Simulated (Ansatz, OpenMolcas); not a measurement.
## Predicting a hybrid from its neighbours: C2H2Cl2 (cis-1,2-Dichloroethene)

The species is C2H2Cl2 (6 atoms), meant as a singlet with charge 0. As SMILES, `Cl/C=C\Cl`. The shape is that of a PBE0-D4/def2-TZVP optimisation.

The HOMO–LUMO gap y, in eV, basis 6-311+G(d,p); a is the functional's share of exact exchange. Programs: Ansatz 0.2.0, OpenMolcas 26.06.

| functional | program | a | y (eV) |
| --- | --- | --- | --- |
| BLYP | Ansatz | 0 | 4.79 |
| TPSS | OpenMolcas | 0 | 5.01 |
| B3LYP | Ansatz | 0.2 | 6.48 |
| PBE0 | Ansatz | 0.25 | ? |
| BHLYP | Ansatz | 0.5 | 9.01 |

Task: Fit y = c + s·a to the known rows and predict PBE0.

Result: 
1. Means of the 4 rows: a = 0.1750, y = 6.322.
2. Σ(Δa)² = 0.1675, Σ(Δa·Δy) = 1.3753, so the slope is 1.3753/0.1675 = 8.2107.
3. Intercept: 6.322 − (8.2107) × 0.1750 = 4.885. The largest residual of the fit is 0.12.
4. PBE0: 4.885 + (8.2107) × 0.25 = 6.94 eV.

The run gave 6.93 eV, so the prediction is off by +0.01 eV, within the largest residual. Exact exchange lowers occupied levels and raises empty ones. The rows mix families of semi-local functionals, which the line can't see.
